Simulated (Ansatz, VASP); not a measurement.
One calculation of HfO2, two programs

Contents of INCAR:

```
PREC     = Accurate       # precision mode
ENCUT    = 520            # plane-wave cutoff, eV
EDIFF    = 1E-6           # SCF threshold, eV
ISMEAR   = 0              # smearing method
SIGMA    = 0.05           # smearing width, eV
LREAL    = F              # projectors in reciprocal space
LASPH    = T              # aspherical terms in the spheres
NELM     = 80             # most SCF steps
ALGO     = Normal         # electronic algorithm
ISIF     = 2              # what is computed and relaxed
LWAVE    = F              # write WAVECAR
LCHARG   = F              # write CHGCAR
GGA      = PE             # functional
NBANDS   = 18             # bands
```

KPOINTS

```
regular mesh
0
Gamma
  8 8 8
```

File POSCAR:

```
HfO2
1.0
    0.0000000000      2.4850856172      2.5488057612
    2.4850856172      0.0000000000      2.5488057612
    2.4850856172      2.4850856172      0.0000000000
Hf O
1 2
Direct
    0.0000000000      0.0000000000      0.0000000000
    0.2500000000      0.2500000000      0.2500000000
    0.7500000000      0.7500000000      0.7500000000
```

Input for Ansatz:

```yaml
crystal:
  lattice:
    - [0.0, 2.4850856172, 2.5488057612]
    - [2.4850856172, 0.0, 2.5488057612]
    - [2.4850856172, 2.4850856172, 0.0]
  atoms:
    - { symbol: Hf, position: [0.0, 0.0, 0.0] }
    - { symbol: O, position: [0.25, 0.25, 0.25] }
    - { symbol: O, position: [0.75, 0.75, 0.75] }
basis:
  ecutwfc: 420
kpoints:
  mp_grid: { grid: [8, 8, 8] }
hamiltonian:
  xc: pbe
scf:
  occupations: { method: gaussian, width: 0.05 }
output:
  forces: true
  stress: true
  eigenvalues: true
```

Change from the starting cell: strain -0.025 along x and y, +0.000 along z, atoms carried along.

Alike in both runs: task single point; functional PBE; k mesh 8 × 8 × 8; occupations gaussian, width 0.05 eV; no spin polarisation.

|  | VASP | Ansatz |
| --- | --- | --- |
| version | VASP 6.6.1 | Ansatz 0.2.0 |
| potentials or method | VASP PAW PBE potentials, release 64 (Hf_pv, O) | scalar-relativistic, plane waves, PAW |
| plane-wave cutoff (eV) | 520 | 420 |
| valence electrons in the cell | 22 | 38 |

VASP gave:

| Item | Value |
| --- | --- |
| gap on the k mesh at the Fermi level (eV) | 3.69 |
| least direct gap on the mesh (eV) | 3.76 |
| pressure (GPa) | 9.8 |
| largest component of the traceless stress (GPa) | 8.29 |

Question: Which values does Ansatz return?

Answer: gap on the k mesh at the Fermi level (eV): 3.68; least direct gap on the mesh (eV): 3.74; pressure (GPa): 13.9; largest component of the traceless stress (GPa): 8.12.

One of these differences is far larger than is usual between the two programs; its cause wasn't traced. The two sets of potentials don't hold the same shells in valence.

Caveats: spin-orbit coupling is left out, which moves the levels of the heavy elements. A k mesh can miss the band edges.
